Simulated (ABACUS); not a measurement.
Crystal: MnO.

```
Mn O
1.0
     0.00000    2.22391    2.22391
     2.22391    0.00000    2.22391
     2.22391    2.22391    0.00000
Mn O
1 1
Direct
  0.00000 0.00000 0.00000
  0.50000 0.50000 0.50000
```

The cell is a database's computed one.

* Program: ABACUS 3.10.1
* Task: single point
* Functional: PBEsol
* Potentials or basis: PseudoDojo NC SR 0.4.1 PBEsol standard
* Cutoff: 1320 eV
* Density cutoff: 5279 eV
* Basis: plane waves
* k mesh: 10 × 10 × 10
* Occupations: fermi-dirac, width 0.05 eV
* Spin: collinear spin, ferromagnetic start
* Starting moments: [4.0, 0.0] μB

On this cell: pressure -6.8 GPa; largest force zero by symmetry; net moment 4.80 μB per cell; band gap on the k mesh none (metal or under the smearing width).

The same run follows on a disturbed copy (atoms moved at random, drawn with an rms of 0.05 Å):

```
CELL_PARAMETERS angstrom
0.00000 2.22391 2.22391
2.22391 0.00000 2.22391
2.22391 2.22391 0.00000
ATOMIC_POSITIONS crystal
Mn 0.98735 0.99248 0.01714
O 0.50496 0.51195 0.49104
```

**Question.** What changes?

**Answer.** The energy (extrapolated to zero smearing) moves by +5.7 meV/atom; pressure -6.2 GPa; largest force 0.275 eV/Å; net moment 4.80 μB per cell; band gap on the k mesh none (metal or under the smearing width).

Forces on the atoms (eV/Å):
```
Mn  -0.043 -0.055  0.266
O    0.043  0.055 -0.266
```

Stress tensor (GPa, compression positive):
```
-6.62 -0.01  0.05
-0.01 -6.60  0.06
 0.05  0.06 -5.52
```

Caveats: a cell with one magnetic atom can't hold antiferromagnetic order, which such compounds often take; semilocal functionals often make such compounds metallic where correlation or magnetic order opens a gap, which also shifts bond lengths.
